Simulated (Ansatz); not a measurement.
## Formulas on structure types

Computed with DFT PBEsol, scalar-relativistic, plane waves, PAW (Ansatz). All cells share a 420 eV cutoff and Γ-centred k meshes spaced at most 0.3 Å⁻¹ (0.19 for metals, 2π included).

Each formula was placed on the sites of the named type and relaxed at zero pressure without lowering the symmetry. No run is spin-polarised. The smearing is 0.1 eV for metals and 0.01 to 0.02 eV otherwise. The zero of energy is the elements' standard structures at the same level; no fitted shifts are applied.

The k mesh leaves about 4 meV/atom of noise in metals.

```tsv
formula	started on type	final group	a or a / b (Å)	c (Å)	V (Å³/atom)	E over elements (eV/atom)	gap on mesh (eV)
Zr	dhcp	P6_3/mmc	3.17	10.32	22.4	0.05	0.00
Zr	grey arsenic (A7)	Fm-3m	4.46	4.46	22.2	0.03	0.00
Zr	lonsdaleite	P6/mmm	5.07	2.71	30.1	1.60	0.00
Zr	diamond	Fd-3m	6.14	6.14	28.9	2.44	0.00
Zr	alpha-gallium	Fmmm	3.16 / 5.31	10.75	22.6	0.17	0.00
```